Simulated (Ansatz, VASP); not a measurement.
Al: VASP beside Ansatz

Contents of INCAR:

```
SYSTEM = Al
ALGO = Normal ; EDIFF = 1E-6
EDIFFG = -0.02 ; ENCUT = 600
GGA = PS ; IBRION = 2
ISIF = 3 ; ISMEAR = -1
LASPH = .TRUE. ; LCHARG = .FALSE.
LREAL = .FALSE. ; LWAVE = .FALSE.
NELM = 60 ; NSW = 40
PREC = Accurate ; SIGMA = 0.05
```

The input KPOINTS:

```
k-points
0
G
  11 11 11
  0 0 0
```

The input POSCAR:

```
Al
1.0
    0.0000000000      2.0248050000      2.0248050000
    2.0248050000      0.0000000000      2.0248050000
    2.0248050000      2.0248050000      0.0000000000
Al
1
Direct
    0.0000000000      0.0000000000      0.0000000000
```

Contents of input.yaml:

```yaml
crystal:
  lattice:
    - [0.0, 2.024805, 2.024805]
    - [2.024805, 0.0, 2.024805]
    - [2.024805, 2.024805, 0.0]
  atoms:
    - { symbol: Al, position: [0.0, 0.0, 0.0] }
hamiltonian:
  xc: pbesol
  pseudopotentials: { kind: paw }
kpoints:
  mp_grid: { grid: [11, 11, 11] }
scf:
  occupations: { method: fermi_dirac, width: 0.05 }
output:
  forces: true
  stress: true
  write_density: true
  write_potential: true
  elf: true
  volumetric_format: npy
relax:
  f_tol: 0.01
  max_steps: 40
  cell: { stress_tol: 0.05 }
```

Alike in both runs: task relaxation of cell and atoms; functional PBEsol; k mesh 11 × 11 × 11; occupations fermi-dirac, width 0.05 eV; no spin polarisation.

|  | VASP | Ansatz |
| --- | --- | --- |
| version | VASP 6.6.1 | Ansatz 0.2.0 |
| potentials or method | VASP PAW PBE potentials, release 64 (Al) | Ansatz PAW |
| plane-wave cutoff (eV) | 600 | 420 |
| valence electrons in the cell | 3 | 3 |

```tsv
	VASP	Ansatz	Ansatz less VASP
gap on the k mesh at the Fermi level, each at its own relaxed structure (eV)	none	none	-
relaxed volume (Å³/atom)	16.21	16.21	-0.006
relaxed cell length with the largest relative difference (Å)	2.841	2.841	-0.0003
energy change over the relaxation (meV/atom)	-2	-2	-0.1
```

A gap of «none» marks a metal or a gap that the smearing closes.

Caveats: the PAW data sets were made with another functional, which shifts forces and pressure a little (VASP); the plane-wave basis is chosen anew once the cell has moved, so the energies of steps on either side of that aren't comparable (Ansatz); the PAW data sets come from PBE, with cores solved anew for the run's functional, which leaves a small shift of forces and pressure (Ansatz).
